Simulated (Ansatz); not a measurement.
# Titanium, dhcp under LDA: from relaxation to bulk modulus, part 1 of 2

Aim: take titanium in the dhcp structure, relax it, solve it on a dense k-mesh, then scale the cell to 7 volumes from 88 to 112 % of the relaxed one and try a fit of the equation of state. Spin polarisation is left out. The k-meshes are 12×12×4 for the relaxation; 17×17×5 for the dense run; 14×14×4 for the volumes.

Program: Ansatz 0.2.0. Level of theory: DFT LDA (PW92), plane waves (420 eV) with PAW, scalar-relativistic; the PAW data stem from PBE, with regenerated cores. These are calculated values, not measurements.

### 1 Starting point

The structure is hexagonal, space group P6_3/mmc (No. 194). The conventional cell has a = 2.923 Å, b = 2.923 Å, c = 9.546 Å, α = 90.00°, β = 90.00°, γ = 120.00°. Around Ti (site symmetry -3m) lie 12 Ti at 2.92 Å. Ti (site symmetry -6m2) is surrounded by 12 Ti at 2.92 Å.

Coordinates:

```
CELL_PARAMETERS angstrom
2.92294 0.00000 0.00000
-1.46147 2.53134 0.00000
0.00000 0.00000 9.54632
ATOMIC_POSITIONS crystal
Ti 0.00000 0.00000 0.00000
Ti 0.00000 0.00000 0.50000
Ti 0.33333 0.66667 0.25000
Ti 0.66667 0.33333 0.75000
```

### 2 Relaxation of the cell

input.yaml

```yaml
crystal:
  lattice:
    - [2.9229395509, 0.0, 0.0]
    - [-1.4614697754, 2.5313399048, 0.0]
    - [0.0, 0.0, 9.5463205732]
  atoms:
    - { symbol: Ti, position: [0.0, 0.0, 0.0] }
    - { symbol: Ti, position: [0.0, 0.0, 0.5] }
    - { symbol: Ti, position: [0.3333333333, 0.6666666667, 0.25] }
    - { symbol: Ti, position: [0.6666666667, 0.3333333333, 0.75] }
hamiltonian:
  xc: lda
  pseudopotentials:
    kind: paw
    azcp:
      Ti: "pseudopotentials/Ti.paw.azcp"
basis:
  ecutwfc: 420
  fft_grid_basis: typed
kpoints:
  mp_grid: { grid: [12, 12, 4], shift: [0, 0, 0] }
magnetization:
  spin_polarized: false
scf:
  occupations: { method: fermi_dirac, width: 0.1 }
relax:
  max_steps: 60
  f_tol: 0.01
  cell: {}
```

The log of the run, shortened:

```text
Warning: <dir> the record states the generating functional pbe (its physics header spells it `PBE`), which answers neither for hamiltonian.xc's functional nor for the lda family's — results may be inconsistent (PPs are generated against a specific XC)
Warning: RAYON_NUM_THREADS=2 ignored (pool sized by the plan → 2); use --threads N
[...]
Pseudopotentials: kind: paw
Pseudopotential: Ti, paw, valence charge 12, recommended cutoff 420 eV (normal), <dir>
Functional definition: SPW92
[...]
Crystal: 4 atoms, lattice volume = 70.633 Å³
Basis set: ecut = 420 eV, 1387 PW (Γ)
Bands: 29, of which v1, the nominal top of the filled ones, is band 24 counted from 1 (23 counted from 0)
Symmetry: 24 space group operations
Space group: P63/mmc (ITA 194), of the structure as read, at distance tolerance 4.1e-5 Å
k-points: 57 of 576
[...]
SCF iter   1: F=—  HF=-9800.933842 eV  |F-HF|=—  |Δ(HF+E_count)|=         —  Δρ=7.08e-3  dr2=4.23e-2  ethr=1.77e-3  ⟨swp⟩=4.3  Hψ=6356  notcnv=0
[...]
relax step   1: F+E_penalty+E_count = -9800.92880289 eV  Δ(F+E_penalty+E_count) = +0.000e0 eV  max|allowed force component| = 9.252e-17 eV/Å  Δτ_max = 0.0000 Å  P = -9.309 GPa  Ω = 70.633 Å³  (6 SCF iters, dr2 threshold 1.00e-7 eV, accepted)
[...]
relax step   5: F+E_penalty+E_count = -9801.11899465 eV  Δ(F+E_penalty+E_count) = -1.682e-4 eV  max|allowed force component| = 1.110e-16 eV/Å  Δτ_max = 0.0000 Å  P = +0.011 GPa  Ω = 64.719 Å³  energy of the carried Pulay correction = +1.273e-3 eV  (6 SCF iters, dr2 threshold 1.71e-7 eV, accepted)
[...]
relax step   6: F+E_penalty+E_count = -9801.11831490 eV  Δ(F+E_penalty+E_count) = +6.797e-4 eV  max|allowed force component| = 7.401e-17 eV/Å  Δτ_max = 0.0000 Å  P = -0.012 GPa  Ω = 64.719 Å³  stress off target by 2.73e-2 GPa  SCF on the basis re-selected at this cell (its energy is not [...]
SCF converged after 6 iterations
Free energy (F): -9801.118315 eV
[...]
E sigma→0 (E₀):  -9801.015181 eV
Entropy (-TS):   -0.206268 eV (-51.567 meV/atom)
Fermi energy:    14.128221 eV
[...]
--- Forces (eV/Å), atoms counted from 1 ---
  atom   1  Ti     0.00000000     0.00000000     0.00000000
  atom   2  Ti     0.00000000    -0.00000000     0.00000000
  atom   3  Ti     0.00000000    -0.00000000     0.00000000
  atom   4  Ti    -0.00000000     0.00000000    -0.00000000
[...]
--- Stress (GPa, compression-positive) ---
       -0.004752       0.000000      -0.000000
        0.000000      -0.004752      -0.000000
       -0.000000      -0.000000      -0.027253
  P = ⅓ Tr σ = -0.0123 GPa (-0.123 kbar)
--- Relaxed structure (5 steps of the walk, 5 accepted, 1 SCFs on fresh bases) ---
  F+E_penalty+E_count = -9801.11831490 eV   max|allowed force component| = 7.401e-17 eV/Å   (the final SCF, on the basis selected at the relaxed cell)
  cell:  # Å, volume = 64.7192 Å³
    - [2.856989320815014, -2.821619886249152e-11, 0.0]
    - [-1.428494660383071, 2.4742253301807597, 0.0]
    - [0.0, 0.0, 9.155562647551921]
  atoms:
    - { symbol: Ti, position: [3.901406826701425e-35, -7.846102577367789e-35, 1.3449719045290415e-35] }
    - { symbol: Ti, position: [1.7277371183684179e-34, -1.5137430224911511e-34, 0.5] }
    - { symbol: Ti, position: [0.3333333333333333, 0.6666666666666666, 0.25] }
    - { symbol: Ti, position: [0.6666666666666667, 0.3333333333333333, 0.7500000000000001] }
```

It took 19 s on 2 threads of an Arm CPU, shared host; peak memory 0.39 GiB.

The walk, from the log:

| step | energy change (meV/atom) | largest force (eV/Å) | pressure (GPa) | volume (Å³/atom) |
| --- | --- | --- | --- | --- |
| 1 | 0.00 | 0.0000 | -9.31 | 17.658 |
| 2 | -37.31 | 0.0000 | 5.28 | 15.542 |
| 3 | -47.28 | 0.0000 | -0.49 | 16.244 |
| 4 | -47.51 | 0.0000 | -0.03 | 16.184 |
| 5 | -47.55 | 0.0000 | 0.01 | 16.180 |
| 6 | -47.38 | 0.0000 | -0.01 | 16.180 |

Steps that repeat a cell are solved on a basis chosen anew, so their changes of energy are no gain of the relaxation.

Changes in the cell that was computed:

|  | before | after | change |
| --- | --- | --- | --- |
| a (Å) | 2.923 | 2.857 | -2.3 % |
| b (Å) | 2.923 | 2.857 | -2.3 % |
| c (Å) | 9.546 | 9.156 | -4.1 % |
| volume (Å³/atom) | 17.658 | 16.180 | -8.4 % |
| shortest distance (Å) | 2.923 | 2.821 | -3.5 % |
| space group (spins left aside) | P6_3/mmc | P6_3/mmc | same |

### 3 The energy on a finer k-mesh

input.yaml

```yaml
crystal:
  lattice:
    - [2.8569893208, 0.0, 0.0]
    - [-1.4284946604, 2.4742253302, 0.0]
    - [0.0, 0.0, 9.1555626476]
  atoms:
    - { symbol: Ti, position: [0.0, 1.0, 0.0] }
    - { symbol: Ti, position: [0.0, 1.0, 0.5] }
    - { symbol: Ti, position: [0.3333333333, 0.6666666667, 0.25] }
    - { symbol: Ti, position: [0.6666666667, 0.3333333333, 0.75] }
hamiltonian:
  xc: lda
  pseudopotentials:
    kind: paw
    azcp:
      Ti: "pseudopotentials/Ti.paw.azcp"
basis:
  ecutwfc: 420
  fft_grid_basis: typed
kpoints:
  mp_grid: { grid: [17, 17, 5], shift: [0, 0, 0] }
magnetization:
  spin_polarized: false
scf:
  occupations: { method: fermi_dirac, width: 0.1 }
output:
  write_density: true
  write_potential: true
  elf: true
  volumetric_format: npy
```

The log of the run, shortened:

```text
Warning: <dir> the record states the generating functional pbe (its physics header spells it `PBE`), which answers neither for hamiltonian.xc's functional nor for the lda family's — results may be inconsistent (PPs are generated against a specific XC)
Warning: RAYON_NUM_THREADS=2 ignored (pool sized by the plan → 2); use --threads N
[...]
[... 3 set-up lines as earlier in the session ...]
[...]
Crystal: 4 atoms, lattice volume = 64.719 Å³
Basis set: ecut = 420 eV, 1255 PW (Γ)
Bands: 29, of which v1, the nominal top of the filled ones, is band 24 counted from 1 (23 counted from 0)
[... 1 set-up line as earlier in the session ...]
Space group: P63/mmc (ITA 194), of the structure as read, at distance tolerance 4.0e-5 Å
k-points: 99 of 1445
[...]
SCF iter   1: F=—  HF=-9801.123926 eV  |F-HF|=—  |Δ(HF+E_count)|=         —  Δρ=7.22e-3  dr2=3.56e-2  ethr=1.77e-3  ⟨swp⟩=4.3  Hψ=11153  notcnv=0
[...]
SCF iter   6: F=-9801.118046 eV  HF=-9801.118046 eV  |F-HF|=2.91e-10  |Δ(HF+E_count)|=   2.32e-8  Δρ=3.88e-6  dr2=6.04e-9  ethr=2.08e-10  ⟨swp⟩=3.8  Hψ=7546  notcnv=0
[...]
SCF converged after 6 iterations
Free energy (F): -9801.118046 eV
[...]
E sigma→0 (E₀):  -9801.014406 eV
Entropy (-TS):   -0.207281 eV (-51.820 meV/atom)
Fermi energy:    14.128632 eV
[...]
--- Band table (eV; the first three rows and the last of 99) ---
[...]
```

Wall time 5.4 s (2 threads of an Arm CPU, shared host); peak memory 0.41 GiB.

Density in a lattice plane of the grid's cell (edges 2.86 and 9.16 Å, at 0.000 of the third edge), which holds Ti.

Ten even steps from ' ' (0.19 e/Å³) to '@' (10.24 e/Å³):
```
++--          --
                
                
                
                
                
                
                
++--          --
@@##..      ..##
++--          --
                
                
                
                
                
                
                
++--          --
@@##..      ..##
```
Columns run along the first of these edges and rows up along the second, over one cell in 8 and 20 even steps from the bottom left corner. Atoms in the plane (fractional): Ti at (0.00, 0.00), Ti at (0.00, 0.50).

ELF in the same plane.

Values, 12 rows by 6 columns:
```
0.49 0.25 0.17 0.44 0.17 0.25
0.59 0.42 0.17 0.14 0.17 0.42
0.70 0.34 0.18 0.36 0.19 0.34
0.59 0.42 0.17 0.14 0.17 0.42
0.49 0.25 0.17 0.44 0.17 0.25
0.00 0.56 0.19 0.22 0.19 0.56
0.49 0.25 0.17 0.44 0.17 0.25
0.59 0.42 0.17 0.14 0.17 0.42
0.70 0.34 0.19 0.36 0.18 0.34
0.59 0.42 0.17 0.14 0.17 0.42
0.49 0.25 0.17 0.44 0.17 0.25
0.00 0.56 0.19 0.22 0.19 0.56
```
Columns run along the first of these edges and rows up along the second, over one cell in 6 and 12 even steps from the bottom left corner. Atoms in the plane (fractional): Ti at (0.00, 0.00), Ti at (0.00, 0.50).

Both are smooth fields of the valence electrons: close to the nuclei they are not physical.

The highest ELF values outside the cores: 0.75 between the atoms, 2.0 Å from Ti.

### 4 At 88 % of the relaxed volume

input.yaml

```yaml
crystal:
  lattice:
    - [2.7378070726, 0.0, 0.0]
    - [-1.3689035363, 2.3710104756, 0.0]
    - [0.0, 0.0, 8.7736289344]
  atoms:
    - { symbol: Ti, position: [0.0, 1.0, 0.0] }
    - { symbol: Ti, position: [0.0, 1.0, 0.5] }
    - { symbol: Ti, position: [0.3333333333, 0.6666666667, 0.25] }
    - { symbol: Ti, position: [0.6666666667, 0.3333333333, 0.75] }
hamiltonian:
  xc: lda
  pseudopotentials:
    kind: paw
    azcp:
      Ti: "pseudopotentials/Ti.paw.azcp"
basis:
  ecutwfc: 420
  fft_grid_basis: typed
kpoints:
  mp_grid: { grid: [14, 14, 4], shift: [0, 0, 0] }
magnetization:
  spin_polarized: false
scf:
  occupations: { method: fermi_dirac, width: 0.1 }
  lower_state_search: "off"
output:
  stress: true
```

The log of the run, shortened:

```text
Warning: <dir> the record states the generating functional pbe (its physics header spells it `PBE`), which answers neither for hamiltonian.xc's functional nor for the lda family's — results may be inconsistent (PPs are generated against a specific XC)
Warning: RAYON_NUM_THREADS=2 ignored (pool sized by the plan → 2); use --threads N
[...]
[... 3 set-up lines as earlier in the session ...]
[...]
Crystal: 4 atoms, lattice volume = 56.953 Å³
Basis set: ecut = 420 eV, 1127 PW (Γ)
Bands: 29, of which v1, the nominal top of the filled ones, is band 24 counted from 1 (23 counted from 0)
[... 1 set-up line as earlier in the session ...]
Space group: P63/mmc (ITA 194), of the structure as read, at distance tolerance 3.8e-5 Å
k-points: 72 of 784
[...]
SCF iter   1: F=—  HF=-9800.695289 eV  |F-HF|=—  |Δ(HF+E_count)|=         —  Δρ=8.13e-3  dr2=4.87e-2  ethr=1.77e-3  ⟨swp⟩=4.3  Hψ=8104  notcnv=0
[...]
SCF iter   6: F=-9800.686623 eV  HF=-9800.686623 eV  |F-HF|=1.01e-9  |Δ(HF+E_count)|=  3.06e-10  Δρ=3.16e-6  dr2=3.31e-9  ethr=2.08e-10  ⟨swp⟩=3.9  Hψ=6273  notcnv=0
[...]
SCF converged after 6 iterations
Free energy (F): -9800.686623 eV
[...]
E sigma→0 (E₀):  -9800.590581 eV
Entropy (-TS):   -0.192084 eV (-48.021 meV/atom)
Fermi energy:    16.390768 eV
[...]
--- Stress (GPa, compression-positive) ---
       19.123761      -0.000000       0.000000
       -0.000000      19.123761      -0.000000
        0.000000      -0.000000      20.149771
  P = ⅓ Tr σ = 19.4658 GPa (194.658 kbar)
```

It took 3 s on 2 threads of an Arm CPU, shared host; peak memory 0.37 GiB.

### 5 At 92 % of the relaxed volume

Changes to input.yaml since step 4:

```diff
@@ -2,5 +2,5 @@
   lattice:
-    - [2.7378070726, 0.0, 0.0]
-    - [-1.3689035363, 2.3710104756, 0.0]
-    - [0.0, 0.0, 8.7736289344]
+    - [2.7786758901, 0.0, 0.0]
+    - [-1.389337945, 2.4064039097, 0.0]
+    - [0.0, 0.0, 8.9045979288]
   atoms:
```

The log of the run, shortened:

```text
Warning: <dir> the record states the generating functional pbe (its physics header spells it `PBE`), which answers neither for hamiltonian.xc's functional nor for the lda family's — results may be inconsistent (PPs are generated against a specific XC)
Warning: RAYON_NUM_THREADS=2 ignored (pool sized by the plan → 2); use --threads N
[...]
[... 3 set-up lines as earlier in the session ...]
[...]
Crystal: 4 atoms, lattice volume = 59.542 Å³
Basis set: ecut = 420 eV, 1169 PW (Γ)
Bands: 29, of which v1, the nominal top of the filled ones, is band 24 counted from 1 (23 counted from 0)
[... 1 set-up line as earlier in the session ...]
Space group: P63/mmc (ITA 194), of the structure as read, at distance tolerance 3.9e-5 Å
k-points: 72 of 784
[...]
SCF iter   1: F=—  HF=-9800.944759 eV  |F-HF|=—  |Δ(HF+E_count)|=         —  Δρ=7.58e-3  dr2=3.86e-2  ethr=1.77e-3  ⟨swp⟩=4.3  Hψ=8114  notcnv=0
[...]
SCF iter   6: F=-9800.937619 eV  HF=-9800.937619 eV  |F-HF|=6.86e-10  |Δ(HF+E_count)|=   2.02e-8  Δρ=3.57e-6  dr2=4.95e-9  ethr=2.08e-10  ⟨swp⟩=3.9  Hψ=6497  notcnv=0
[...]
SCF converged after 6 iterations
Free energy (F): -9800.937619 eV
[...]
E sigma→0 (E₀):  -9800.838930 eV
Entropy (-TS):   -0.197376 eV (-49.344 meV/atom)
Fermi energy:    15.574326 eV
[...]
--- Stress (GPa, compression-positive) ---
       11.658337      -0.000000      -0.000000
       -0.000000      11.658337      -0.000000
       -0.000000      -0.000000      12.155689
  P = ⅓ Tr σ = 11.8241 GPa (118.241 kbar)
```

Wall time 3.4 s (2 threads of an Arm CPU, shared host); peak memory 0.37 GiB.

(Continued in part 2 of 2.)
